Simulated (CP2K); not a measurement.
# BaTiO3 (P1) in CP2K: a series of runs

The runs below take BaTiO3 through band structure, with PBE, PBEsol.

All numbers are computed with CP2K 2026.2; they aren't measurements. Logs are shortened: lines on timing, memory, paths and dates and some standing lists are left out, and cuts for length are marked.

**1. The cell of the first run**

The typed cell holds 5 atoms: a = 4.007 Å, b = 4.007 Å, c = 4.007 Å, α = 90.00°, β = 90.00°, γ = 90.00°.

**2. Band structure, PBE (all atoms moved at random)**

Input file batio3_bands.inp:

```
&GLOBAL
  PROJECT batio3_bands
  RUN_TYPE ENERGY_FORCE
  PRINT_LEVEL LOW
&END GLOBAL
&FORCE_EVAL
  METHOD QS
  STRESS_TENSOR ANALYTICAL
  &DFT
    BASIS_SET_FILE_NAME BASIS_MOLOPT
    POTENTIAL_FILE_NAME GTH_POTENTIALS
    &MGRID
      CUTOFF 600
      REL_CUTOFF 60
      NGRIDS 4
    &END MGRID
    &QS
      METHOD GPW
      EPS_DEFAULT 1.0E-10
    &END QS
    &KPOINTS
      SCHEME MONKHORST-PACK 7 7 7
      GAMMA_CENTERED T
      SYMMETRY T
      SYMMETRY_BACKEND SPGLIB
    &END KPOINTS
    &SCF
      SCF_GUESS ATOMIC
      EPS_SCF 1.0E-6
      MAX_SCF 100
      ADDED_MOS 19
      CHOLESKY OFF
      EPS_EIGVAL 1.0E-7
      &DIAGONALIZATION ON
        ALGORITHM STANDARD
      &END DIAGONALIZATION
      &MIXING ON
        METHOD BROYDEN_MIXING
        ALPHA 0.4
        BETA 1.5
        NBUFFER 8
      &END MIXING
      &SMEAR ON
        METHOD FERMI_DIRAC
        ELECTRONIC_TEMPERATURE [K] 580.226
      &END SMEAR
    &END SCF
    &XC
      &XC_FUNCTIONAL PBE
      &END XC_FUNCTIONAL
    &END XC
    &PRINT
      &KPOINTS ON
      &END KPOINTS
      &MULLIKEN ON
      &END MULLIKEN
      &MO ON
        ENERGIES T
        OCCUPATION_NUMBERS T
        &EACH
          QS_SCF 0
        &END EACH
        ADD_LAST NUMERIC
      &END MO
      &BAND_STRUCTURE
        FILE_NAME bands.bs
        ADDED_MOS 2
        &KPOINT_SET
          UNITS B_VECTOR
          NPOINTS 10
          SPECIAL_POINT GAMMA 0.00000000 0.00000000 0.00000000
          SPECIAL_POINT X 0.00000000 0.50000000 0.00000000
          SPECIAL_POINT M 0.50000000 0.50000000 0.00000000
          SPECIAL_POINT GAMMA 0.00000000 0.00000000 0.00000000
          SPECIAL_POINT R 0.50000000 0.50000000 0.50000000
          SPECIAL_POINT X 0.00000000 0.50000000 0.00000000
        &END KPOINT_SET
        &KPOINT_SET
          UNITS B_VECTOR
          NPOINTS 10
          SPECIAL_POINT M 0.50000000 0.50000000 0.00000000
          SPECIAL_POINT R 0.50000000 0.50000000 0.50000000
        &END KPOINT_SET
      &END BAND_STRUCTURE
    &END PRINT
  &END DFT
  &SUBSYS
    &CELL
      A 4.0073000000 0.0000000000 0.0000000000
      B 0.0000000000 4.0073000000 0.0000000000
      C 0.0000000000 0.0000000000 4.0073000000
      PERIODIC XYZ
    &END CELL
    &COORD
      Ba  2.0398337150 1.8244881052 2.0304137148
      Ti  3.7818296662 0.2804299323 3.8242164812
      O   2.0859395849 0.0273777935 0.2221324132
      O   0.0506804032 1.9714626451 0.2112792422
      O   0.0563166306 3.9108415240 1.7265581887
    &END COORD
    &KIND Ba
      BASIS_SET DZVP-MOLOPT-SR-GTH-q10
      POTENTIAL GTH-PBE-q10
    &END KIND
    &KIND Ti
      BASIS_SET DZVP-MOLOPT-SR-GTH-q12
      POTENTIAL GTH-PBE-q12
    &END KIND
    &KIND O
      BASIS_SET DZVP-MOLOPT-SR-GTH-q6
      POTENTIAL GTH-PBE-q6
    &END KIND
    &PRINT
      &ATOMIC_COORDINATES ON
      &END ATOMIC_COORDINATES
      &CELL ON
      &END CELL
    &END PRINT
  &END SUBSYS
  &PRINT
    &FORCES ON
    &END FORCES
    &STRESS_TENSOR ON
    &END STRESS_TENSOR
  &END PRINT
&END FORCE_EVAL
```

Potentials or basis: GTH_POTENTIALS Ba GTH-PBE-q10, Ti GTH-PBE-q12, O GTH-PBE-q6; DZVP-MOLOPT-SR-GTH basis.

Run with:

```bash
$ OMP_NUM_THREADS=1 mpirun -n 2 cp2k.psmp -i batio3_bands.inp -o batio3_bands.out
```

batio3_bands.out:

```text

 CP2K| version string:                                       CP2K version 2026.2
 CP2K| Input file name                                          batio3_bands.inp

 GLOBAL| Force Environment number                                              1
 GLOBAL| Basis set file name                                        BASIS_MOLOPT
 GLOBAL| Potential file name                                      GTH_POTENTIALS
 GLOBAL| MM Potential file name                                     MM_POTENTIAL
 GLOBAL| Coordinate file name                                      __STD_INPUT__
 GLOBAL| Method name                                                        CP2K
 GLOBAL| Project name                                               batio3_bands
 GLOBAL| Run type                                                   ENERGY_FORCE
 GLOBAL| FFT library                                                       FFTW3
 GLOBAL| Diagonalization library                                       ScaLAPACK
 GLOBAL| Cholesky decomposition library                                ScaLAPACK
 GLOBAL| DGEMM library                                                      BLAS
 GLOBAL| Direct generalized diagonalization requested                          F
 GLOBAL| Matrix multiplication library                                 ScaLAPACK
 GLOBAL| Global print level                                                  LOW
 GLOBAL| Total number of message passing processes                             2
 GLOBAL| Number of threads for this process                                    1
 GLOBAL| CPU model name                                                  UNKNOWN

 CELL| Volume [angstrom^3]:                                            64.351040
 CELL| Vector a [angstrom]:       4.007     0.000     0.000   |a| =     4.007300
 CELL| Vector b [angstrom]:       0.000     4.007     0.000   |b| =     4.007300
 CELL| Vector c [angstrom]:       0.000     0.000     4.007   |c| =     4.007300
 CELL| Angle (b,c), alpha [degree]:                                    90.000000
 CELL| Angle (a,c), beta  [degree]:                                    90.000000
 CELL| Angle (a,b), gamma [degree]:                                    90.000000
 CELL| Numerically orthorhombic:                                             YES
 CELL| Periodicity                                                           XYZ

 CELL_REF| Volume [angstrom^3]:                                        64.351040
 CELL_REF| Vector a [angstrom     4.007     0.000     0.000   |a| =     4.007300
 CELL_REF| Vector b [angstrom     0.000     4.007     0.000   |b| =     4.007300
 CELL_REF| Vector c [angstrom     0.000     0.000     4.007   |c| =     4.007300
 CELL_REF| Angle (b,c), alpha [degree]:                                90.000000
 CELL_REF| Angle (a,c), beta  [degree]:                                90.000000
 CELL_REF| Angle (a,b), gamma [degree]:                                90.000000
 CELL_REF| Numerically orthorhombic:                                         YES
 CELL_REF| Periodicity                                                       XYZ

[... 8 lines left out ...]
 TOTAL NUMBERS AND MAXIMUM NUMBERS

  Total number of            - Atomic kinds:                                   3
                             - Atoms:                                          5
                             - Shell sets:                                     5
                             - Shells:                                        29
                             - Primitive Cartesian functions:                 27
                             - Cartesian basis functions:                     88
                             - Spherical basis functions:                     79

  Maximum angular momentum of- Orbital basis functions:                        3
                             - Local part of the GTH pseudopotential:          2
                             - Non-local part of the GTH pseudopotential:      3

 MODULE QUICKSTEP: ATOMIC COORDINATES IN ANGSTROM

   Atom Kind Element         X             Y             Z       Z(eff)     Mass
      1    1 Ba   56      2.039834      1.824488      2.030414  10.0000 137.3270
      2    2 Ti   22      3.781830      0.280430      3.824216  12.0000  47.8670
      3    3 O     8      2.085940      0.027378      0.222132   6.0000  15.9994
      4    3 O     8      0.050680      1.971463      0.211279   6.0000  15.9994
      5    3 O     8      0.056317      3.910842      1.726558   6.0000  15.9994

 SCF PARAMETERS         Density guess:                                    ATOMIC
[... 9 lines left out ...]
                        --------------------------------------------------------
                        level_shift [a.u.]:                             0.000000
                        added MOs                                        19    0
                        --------------------------------------------------------
                        Mixing method:                            BROYDEN_MIXING
[... 64 lines left out ...]

 Extrapolation method: initial_guess

 Number of electrons:                                                         40
 Number of occupied orbitals:                                                 20
 Number of molecular orbitals:                                                39

 Number of orbital functions:                                                 79
 Number of independent orbital functions:                                     79

 SCF WAVEFUNCTION OPTIMIZATION

  Step     Update method      Time    Convergence         Total energy    Change
  ------------------------------------------------------------------------------
     1 NoMix/Diag. 0.40E+00    2.9     1.93059431      -132.8370702568 -1.33E+02
     2 Broy./Diag. 0.40E+00    2.4     0.27966493      -129.2081066652  3.63E+00
     3 Broy./Diag. 0.40E+00    2.4     0.11077838      -131.6861874721 -2.48E+00
     4 Broy./Diag. 0.40E+00    2.4     0.05326239      -131.9686821056 -2.82E-01
     5 Broy./Diag. 0.40E+00    2.4     0.04259001      -131.8849322386  8.37E-02
     6 Broy./Diag. 0.40E+00    2.4     0.01206826      -132.0783005753 -1.93E-01
     7 Broy./Diag. 0.40E+00    2.4     0.00815800      -132.0372655721  4.10E-02
     8 Broy./Diag. 0.40E+00    2.4     0.00166572      -132.0434915086 -6.23E-03
     9 Broy./Diag. 0.40E+00    2.4     0.00178385      -132.0495105822 -6.02E-03
    10 Broy./Diag. 0.40E+00    2.4     0.00056930      -132.0502152076 -7.05E-04
    11 Broy./Diag. 0.40E+00    2.4     0.00012506      -132.0473749015  2.84E-03
    12 Broy./Diag. 0.40E+00    2.4     0.00007258      -132.0470935605  2.81E-04
    13 Broy./Diag. 0.40E+00    2.4     0.00001442      -132.0476792041 -5.86E-04
    14 Broy./Diag. 0.40E+00    2.4     0.00001672      -132.0476994244 -2.02E-05
    15 Broy./Diag. 0.40E+00    2.4     0.00000438      -132.0476713535  2.81E-05
    16 Broy./Diag. 0.40E+00    2.4     0.00000262      -132.0476806463 -9.29E-06
    17 Broy./Diag. 0.40E+00    2.4     0.00000111      -132.0476786329  2.01E-06
    18 Broy./Diag. 0.40E+00    2.4     0.00000036      -132.0476786785 -4.56E-08

  *** SCF run converged in    18 steps ***

  Electronic density on regular grids:        -39.9999999998        0.0000000002
  Core density on regular grids:               39.9999999978       -0.0000000022
  Total charge density on r-space grids:       -0.0000000020
  Total charge density g-space grids:          -0.0000000020

  Overlap energy of the core charge distribution:               0.00000000000797
  Self energy of the core charge distribution:               -283.71747647941447
  Core Hamiltonian energy:                                     73.21861532362337
  Hartree energy:                                             100.28850793824282
  Exchange-correlation energy:                                -21.83732546092669
  Electronic entropic energy:                                  -0.00000000000019
  Fermi energy:                                                 0.37042271500035

  Total energy:                                              -132.04767867846721
  Total energy (extrapolated to T->0):                       -132.04767867846712

 MO| EIGENVALUES AND OCCUPATION NUMBERS FOR K POINT 1
 MO|
 MO|  Index      Eigenvalue [a.u.]        Eigenvalue [eV]             Occupation
 MO|      1              -1.803224             -49.068208               2.000000
 MO|      2              -0.883092             -24.030157               2.000000
 MO|      3              -0.881885             -23.997320               2.000000
 MO|      4              -0.876721             -23.856793               2.000000
 MO|      5              -0.618050             -16.817997               2.000000
 MO|      6              -0.293861              -7.996352               2.000000
[... 622 lines left out ...]
 MO|     38               1.134509              30.871571               0.000000
 MO|     39               1.282169              34.889606               0.000000
 MO| Sum:                                                              40.000000
 MO| E(Fermi):            0.370423 a.u.         10.079715 eV

 [... the levels of further k-points ...]

 !-----------------------------------------------------------------------------!
                     Mulliken Population Analysis

 #  Atom  Element  Kind  Atomic population                           Net charge
       1     Ba       1          8.616661                              1.383339
       2     Ti       2         11.577653                              0.422347
       3     O        3          6.575762                             -0.575762
       4     O        3          6.562411                             -0.562411
       5     O        3          6.667513                             -0.667513
 # Total charge                             40.000000                 -0.000000

 !-----------------------------------------------------------------------------!

 KPOINTS| Band Structure Calculation
 KPOINTS| Number of k-point sets                                               2
 KPOINTS| Number of added MOs/bands                                            2
 KPOINTS| Number of k-points in set    1                                      51
 KPOINTS| In units of b-vector [2pi/Bohr]
 KPOINTS| Special point     1       GAMMA     0.000000     0.000000     0.000000
 KPOINTS| Special point     2           X     0.000000     0.500000     0.000000
 KPOINTS| Special point     3           M     0.500000     0.500000     0.000000
 KPOINTS| Special point     4       GAMMA     0.000000     0.000000     0.000000
 KPOINTS| Special point     5           R     0.500000     0.500000     0.500000
 KPOINTS| Special point     6           X     0.000000     0.500000     0.000000
 KPOINTS| Number of k-points in set    2                                      11
 KPOINTS| In units of b-vector [2pi/Bohr]
 KPOINTS| Special point     1           M     0.500000     0.500000     0.000000
 KPOINTS| Special point     2           R     0.500000     0.500000     0.500000

 ENERGY| Total FORCE_EVAL ( QS ) energy [hartree]           -132.047676420576693

 FORCES| Atomic forces [hartree/bohr]
 FORCES|   Atom     x               y               z               |f|
 FORCES|      1 -2.04687844E-02  4.34567835E-02 -1.33738844E-02   4.98630520E-02
 FORCES|      2  4.98868521E-02 -6.45842479E-02  2.86942447E-02   8.65053916E-02
 FORCES|      3 -2.17513776E-02 -3.56390546E-03 -4.69959251E-02   5.19080035E-02
 FORCES|      4 -3.66630080E-03  1.18695460E-02 -4.49237053E-02   4.66097327E-02
 FORCES|      5 -3.11247594E-03  1.28491279E-02  7.55168412E-02   7.66653827E-02
 FORCES| Sum     8.87913390E-04  2.73040874E-05 -1.08242881E-03
 FORCES| Total atomic force                                       1.40028134E-03

 STRESS| Analytical stress tensor [bar]
 STRESS|                        x                   y                   z
 STRESS|      x        1.98097190505E+05  -2.25002984952E+04   1.96221872404E+04
 STRESS|      y       -2.25002984952E+04   1.76382259183E+05  -1.25410114943E+04
 STRESS|      z        1.96221872404E+04  -1.25410114943E+04   6.01278656179E+04
 STRESS| 1/3 Trace                                             1.44869105102E+05
 STRESS| Determinant                                           1.98248220351E+15

 STRESS| Eigenvectors and eigenvalues of the analytical stress tensor [bar]
 STRESS|                        1                   2                   3
 STRESS| Eigenvalues   5.66420588227E+04   1.62257084750E+05   2.15708171734E+05
 STRESS|      x          -0.124431509783      0.532354858836      0.837326163241
 STRESS|      y           0.080199340908      0.846519654524     -0.526281806850
 STRESS|      z           0.988981731424     -0.001666966619      0.148028227481
```

Wall time 50 s (2 MPI ranks of Arm Neoverse V1, shared host).

What came out:

| Property | Result |
| --- | --- |
| Free energy | -3593.2000 eV |
| Pressure | 14.5 GPa |
| Largest force | 4.448 eV/Å |
| Band gap on the k mesh | 2.73 eV, indirect (least direct gap 2.87 eV) |
| Band gap along the path | 2.72 eV, indirect (least direct gap 2.81 eV) |
| Mulliken charges | Ba +1.38; Ti +0.42; O -0.58, -0.56, -0.67 e |

Forces in eV/Å, atoms in the order of the input:
```
Ba  -1.053  2.235 -0.688
Ti   2.565 -3.321  1.476
O   -1.119 -0.183 -2.417
O   -0.189  0.610 -2.310
O   -0.160  0.661  3.883
```

Levels at the corners of the path, in eV from the valence-band top:
| point | band 18 | band 19 | band 20 | band 21 | band 22 | band 23 |
| --- | --- | --- | --- | --- | --- | --- |
| Γ | -1.18 | -0.64 | -0.45 | 2.74 | 3.06 | 3.29 |
| X | -1.54 | -1.09 | -0.85 | 2.90 | 3.21 | 3.99 |
| M | -0.84 | -0.53 | -0.41 | 3.30 | 3.47 | 4.11 |
| Γ | -1.18 | -0.64 | -0.45 | 2.74 | 3.06 | 3.29 |
| R | -0.70 | -0.02 | 0.00 | 2.81 | 3.70 | 4.05 |
| X | -1.54 | -1.09 | -0.85 | 2.90 | 3.21 | 3.99 |
| M | -0.84 | -0.53 | -0.41 | 3.30 | 3.47 | 4.11 |
| R | -0.70 | -0.02 | 0.00 | 2.81 | 3.70 | 4.05 |

Caveat: Mulliken charges move with the basis; spin-orbit coupling is left out, which moves the levels of the heavy elements; the basis of atomic orbitals isn't converged, which shifts pressures, moduli and gaps; forces of over 1 eV/Å show positions far from the minimum, so gaps and moduli don't describe the material at rest.

(Part 1 of 3 ends here.)
